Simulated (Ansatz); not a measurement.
# CoO: the cost of one run

Method: DFT PBE, scalar-relativistic, plane waves, PAW, in Ansatz 0.2.0.

4 further runs of the same task are left out: 1 that didn't finish, 3 set aside as unsound or not needed.

**1. The system as given**

Symmetry: R-3m, No. 166, trigonal system. Conventional cell: a = 3.011 Å, b = 3.011 Å, c = 7.320 Å, α = 90.00°, β = 90.00°, γ = 120.00°. Around Co (site symmetry -3m) lie 6 O at 2.12 Å. O (site symmetry -3m) has 6 Co at 2.12 Å in its first shell of neighbours.

As a file:

```cif
data_structure
_symmetry_space_group_name_H-M 'P 1'
_symmetry_Int_Tables_number 1
_cell_length_a 2.9959
_cell_length_b 2.9959
_cell_length_c 2.9959
_cell_angle_alpha 60.333
_cell_angle_beta 60.333
_cell_angle_gamma 60.333
_cell_volume 19.16
loop_
_atom_site_label
_atom_site_type_symbol
_atom_site_fract_x
_atom_site_fract_y
_atom_site_fract_z
_atom_site_occupancy
Co1 Co 0.00000 0.00000 0.00000 1
O1 O 0.50000 0.50000 0.50000 1
```

**2. Relax cell and atoms**

input.yaml

```yaml
crystal:
  lattice:
    - [1.5054695445, 0.8691832468, 2.4399269062]
    - [-1.5054695445, 0.8691832468, 2.4399269062]
    - [0.0, -1.7383664936, 2.4399269062]
  atoms:
    - { symbol: Co, position: [0.0, 0.0, 0.0], spin: 2.71 }
    - { symbol: O, position: [0.5, 0.5, 0.5], spin: 0.34 }
basis:
  ecutwfc: 520.0
kpoints:
  mp_grid: { grid: [18, 18, 18] }
hamiltonian:
  xc: pbe
  pseudopotentials: { kind: paw, azcp: { folder: soft_1 } }
scf:
  occupations: { method: gaussian, width: 0.1 }
output:
  forces: true
  stress: true
  eigenvalues: true
  populations: true
magnetization:
  spin_polarized: true
relax:
  adjacent_minimum: "off"
  f_tol: 0.005
  max_steps: 80
  cell: { stress_tol: 0.05 }
```

On the command line:

```bash
> ansatz run input.yaml --threads 2 --pin off --max-ram 4096MiB --backend cpu --events-out ev --progress --plain --runs-dir out
```

Q: Estimate wall time and peak memory on 2 threads of Arm Neoverse N1, shared host.

About 5.6 min, with a peak of 0.7 GiB.
